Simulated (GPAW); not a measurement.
# WC (Qusongite) (P-6m2) in GPAW: single point with r2SCAN+U

Aim: the single point of WC (Qusongite) with r2SCAN+U.

Everything below comes from runs of GPAW 26.7.0. Logs are shortened: lines on timing, memory, paths and dates and some standing lists are left out, and cuts for length are marked. The log counts tension as positive stress, the text compression.

## 1. Starting point

It takes space group P-6m2 (No. 187, hexagonal). The conventional cell has a = 2.907 Å, b = 2.907 Å, c = 2.837 Å, α = 90.00°, β = 90.00°, γ = 120.00°. W (site symmetry -6m2) has 6 C at 2.20 Å as nearest neighbours. C (site symmetry -6m2) is surrounded by 6 W at 2.20 Å.

## 2. Single point, r2SCAN+U

run.py

```python
from ase.dft.bandgap import bandgap
from ase.io import write
from ase.spacegroup import crystal
from ase.units import GPa
from gpaw import GPAW, PW

# W 1a
# C 1f
atoms = crystal(['W', 'C'],
                basis=[[0.0, 0.0, 0.0],
                       [0.6666666667, 0.3333333333, 0.5]],
                spacegroup=187, setting=1,  # P-6m2
                cellpar=[2.9065, 2.9065, 2.8366, 90.0, 90.0, 120.0],
                primitive_cell=True)

calc = GPAW(mode=PW(600),
            xc='MGGA_X_R2SCAN+MGGA_C_R2SCAN',
            kpts={'size': (8, 8, 8), 'gamma': True},
            occupations={'name': 'fermi-dirac', 'width': 0.05},
            setups={'W': ':d,2.0'},
            nbands=19,
            maxiter=120,
            txt='gpaw.txt')
atoms.calc = calc
energy = atoms.get_potential_energy()
forces = atoms.get_forces()
stress = atoms.get_stress()
calc.write('gs.gpw')
write('result.traj', atoms)
print(f'Energy: {energy:.6f} eV')
print('Forces (eV/A):')
print(forces.round(4))
print('Stress (GPa):', (stress / GPa).round(3))
print('Fermi level:', round(calc.get_fermi_level(), 4), 'eV')
print(f'Gap: {bandgap(calc)[0]:.4f} eV, direct: {bandgap(calc, direct=True)[0]:.4f} eV')
```

Potentials or basis: GPAW PAW data sets (gpaw-data 1.2.1), pw.

Launch:

```console
$ OMP_NUM_THREADS=1 python run.py
```

gpaw.txt:

```text
__  _  _
 | _ |_)|_||  |
 |__||  | ||/\| - 26.7.0

Input parameters:
  mode=PW(ecut=600.0),
  kpts=MonkhorstPack(size=(8, 8, 8), gamma=True),
  maxiter=120,
  nbands=19,
  occupations=Occupations(name='fermi-dirac', width=0.05),
  setups={'W': ':d,2.0'},
  xc=XC(name='MGGA_X_R2SCAN+MGGA_C_R2SCAN')

Diagonalizing LCAO Hamiltonian
Converting LCAO to pw mode

           C

       W

Atoms  # Å, Bohr magnetons
|   | symbol |        x |        y |        z |    initial magnetic moments |
|---|--------|----------|----------|----------|-----------------------------|
| 0 |      W | 0.000000 | 0.000000 | 0.000000 | ( 0.0000,  0.0000,  0.0000) |
| 1 |      C | 1.453250 | 0.839034 | 1.418300 | ( 0.0000,  0.0000,  0.0000) |

Unit cell  # Å
| periodic |         x |        y |        z |  lengths |     angles |
|----------|-----------|----------|----------|----------|------------|
|      yes |  2.906500 | 0.000000 | 0.000000 | 2.906500 |  90.000000 |
|      yes | -1.453250 | 2.517103 | 0.000000 | 2.906500 |  90.000000 |
|      yes |  0.000000 | 0.000000 | 2.836600 | 2.836600 | 120.000000 |

Number of symmetries: 12
Symmetry operations  # r_c * U_cc + t_c -> r_c
|    | kind |            matrix            |
|----|------|------------------------------|
|  0 |  σ   |  1, 1, 0,  0,-1, 0,  0, 0, 1 |
|  1 |  C2  |  1, 1, 0,  0,-1, 0,  0, 0,-1 |
|  2 |  E   |  1, 0, 0,  0, 1, 0,  0, 0, 1 |
|  3 |  σ   |  1, 0, 0,  0, 1, 0,  0, 0,-1 |
|  4 |  C3  |  0, 1, 0, -1,-1, 0,  0, 0, 1 |
|  5 |  S3  |  0, 1, 0, -1,-1, 0,  0, 0,-1 |
|  6 |  σ   |  0,-1, 0, -1, 0, 0,  0, 0, 1 |
|  7 |  C2  |  0,-1, 0, -1, 0, 0,  0, 0,-1 |
|  8 |  σ   | -1, 0, 0,  1, 1, 0,  0, 0, 1 |
|  9 |  C2  | -1, 0, 0,  1, 1, 0,  0, 0,-1 |
| 10 |  C3  | -1,-1, 0,  1, 0, 0,  0, 0, 1 |
| 11 |  S3  | -1,-1, 0,  1, 0, 0,  0, 0,-1 |

BZ-sampling:
  Number of BZ points: 512
  Number of IBZ points: 50

  Monkhorst-Pack size: [8, 8, 8]
  Monkhorst-Pack shift: [0.0625, 0.0625, 0.0625]

K-points  # in reciprocal-cell coordinates
|     |                                coordinates |     weight |
|-----|--------------------------------------------|------------|
|   0 | (  0.00000000,   0.00000000,   0.00000000) | 0.00195312 |
|   1 | (  0.00000000,   0.00000000,   0.12500000) | 0.00390625 |
|   2 | (  0.00000000,   0.00000000,   0.25000000) | 0.00390625 |
|   3 | (  0.00000000,   0.00000000,   0.37500000) | 0.00390625 |
|   4 | (  0.00000000,   0.00000000,   0.50000000) | 0.00195312 |
|   5 | (  0.12500000,   0.00000000,   0.00000000) | 0.01171875 |
|   6 | (  0.12500000,   0.00000000,   0.12500000) | 0.02343750 |
|   7 | (  0.12500000,   0.00000000,   0.25000000) | 0.02343750 |
|   8 | (  0.12500000,   0.00000000,   0.37500000) | 0.02343750 |
|   9 | (  0.12500000,   0.00000000,   0.50000000) | 0.01171875 |
| ... |                                            |            |
|  49 | (  0.50000000,   0.50000000,   0.50000000) | 0.00585938 |

Plane wave coefficients: 702
Cutoff: 600.0 eV

Spin-components: 1 (collinear spins)
Bands:           19
Projectors:      11
Spin-degeneracy: 2
Datatype:        complex128

Parallelization:
  kpt:    1
  domain: 1
  band:   1

Density:
  Valence electrons: 18.0
  Components: 1
  Grid points: [18 18 18]
  Charge: 0.0  # |e|

Potential:
  Grid points: [18 18 18]

species:
  W:
    name:    Tungsten
    Z:       74.0
    valence: 14
    core:    60
    charge:  0.0  # [|e|]
    Hubbard: {U: 2.0,  # eV
              l: 2,
              scale: True}
    compensation charges:
      type: gauss
      rc: 0.40  # [Å]
      lmax: 2
    cutoffs:
      filter: 2.36  # [Å]
      core: 3.02  # [Å]
    projectors
    | kind |    occ | energy [eV] | rcut [Å] |
    |------|--------|-------------|----------|
    |   5s |  2.000 |     -78.830 |    1.344 |
    |   6s |  2.000 |      -5.697 |    1.344 |
    |   5p |  6.000 |     -43.233 |    1.355 |
    |   6p |  0.000 |      -1.367 |    1.355 |
    |   5d |  4.000 |      -4.494 |    1.228 |
    |    d |        |      22.717 |    1.228 |

    Using partial waves for W as LCAO basis

  C:
    name:    Carbon
    Z:       6.0
    valence: 4
    core:    2
    charge:  0.0  # [|e|]
    compensation charges:
      type: gauss
      rc: 0.20  # [Å]
      lmax: 2
    cutoffs:
      filter: 1.14  # [Å]
      core: 1.14  # [Å]
    projectors
    | kind |    occ | energy [eV] | rcut [Å] |
    |------|--------|-------------|----------|
    |   2s |  2.000 |     -13.751 |    0.635 |
    |   2p |  2.000 |      -5.284 |    0.635 |
    |    s |        |      13.461 |    0.635 |
    |    p |        |      21.927 |    0.635 |
    |    d |        |       0.000 |    0.635 |

    Using partial waves for C as LCAO basis

Reference energy: -439799.299771  # eV

eigensolver:
  PPCG
  Converge bands: occupied
  niter=2

density mixing:
  MSR1-Mixer
  Pratt-step length: 0.05
  Maximum mixing coefficient: 0.75
  Old densities: 10
  SVD Regularization: 0.005
  Good broyden scale: 1.0
  Trust region scale: 1.0
  Backstep threshold: 4.0
  History deletion threshold: 6.0
  Fourier metric: weight=20.0, sigma=0.015

occupation numbers:
  Fermi-Dirac:
    width: 0.0500  # eV

poisson solver:
  ecut: 4800.0  # eV

xc functional:
  name: MGGA_X_R2SCAN+MGGA_C_R2SCAN with 2 nearest neighbor stencil

convergence criteria:
- Maximum [total energy] change in last 3 cyles: 0.0005 eV / valence electron
- Maximum integral of absolute [dens]ity change: 0.0001 electrons / valence electron
- Maximum integral of absolute [eigenst]ate change: 4e-08 eV^2 / valence electron
maximum number of iterations: 120

SCF iterations
|iter     | |      energy | eigst |  dens |
|---------|-|-------------|-------|-------|
|iter:   1| |  -37.685847 | -0.08 |       |
|iter:   2| |  -34.025642 | -1.61 | -0.94 |
|iter:   3| |  -33.147436 | -1.69 | -1.00 |
|iter:   4| |  -33.208355 | -2.69 | -1.68 |
|iter:   5| |  -33.227679 | -3.16 | -1.93 |
|iter:   6| |  -33.228678 | -4.67 | -2.61 |
|iter:   7| |  -33.228698c| -6.10 | -3.45 |
|iter:   8| |  -33.228704c| -7.07 | -4.03c|
|iter:   9| |  -33.228705c| -8.27c| -4.66c|

Converged in 9 steps
Energy contributions relative to reference atoms: (reference = -439799.299771)

Energy contributions:
  Kinetic:          22.295257
  Coulomb:         -23.672231
  Zero:              0.092044
  External:          0.000000
  Xc:              -31.942321
  Entropy:          -0.002907
  Spinorbit:         0.000000
  ----------------------------
  Free energy:     -33.230158
  Extrapolated:    -33.228705

dipole moment: (-4.723307, -9.773597, -10.565480)  # |e|*Ang

Fermi level: 14.157
Eigenvalues  # (at kpt = [0.000, 0.000, 0.000])
| band index |      eig [eV] | occ [0-2] |
|------------|---------------|-----------|
|          0 |       -61.852 |     2.000 |
|          1 |       -25.384 |     2.000 |
|          2 |       -25.274 |     2.000 |
|          3 |       -25.274 |     2.000 |
|          4 |        -1.150 |     2.000 |
|          5 |         9.573 |     2.000 |
[... 8 lines left out ...]
|         14 |        29.349 |     0.000 |
|         15 |        31.709 |     0.000 |
|        ... |               |           |
|         18 |        39.185 |     0.000 |

No gap
No difference between direct/indirect transitions

Forces  # eV/Ang
|        x |       y |       z |
|----------|---------|---------|
| -0.00000 | 0.00000 | 0.00000 |  # W    0
| -0.00000 | 0.00000 | 0.00000 |  # C    1

Stress tensor  # eV/Ang^3
|         x |         y |         z |
|-----------|-----------|-----------|
| -0.025860 |  0.000000 |  0.000000 |
|  0.000000 | -0.025860 |  0.000000 |
|  0.000000 |  0.000000 | -0.006961 |

# Writing to gs.gpw (mode='')
```

It took 50 s on 1 thread of Arm Neoverse V1, shared host; peak memory 0.27 GiB.

Results:

| Item | Value |
| --- | --- |
| Free energy | -33.2302 eV |
| Pressure | 3.1 GPa |
| Band gap on the k mesh | none (metal or under the smearing width) |

Stress tensor (GPa, compression positive):
```
4.14 0.00 0.00
0.00 4.14 0.00
0.00 0.00 1.12
```

Caveat: the cutoff is short for stress and forces, so pressures can be off by a GPa or more; the PAW data sets were made with another functional, which shifts forces and pressure a little; U without spin polarisation on a metal has little footing; the U is typed as a test and isn't derived for this compound.
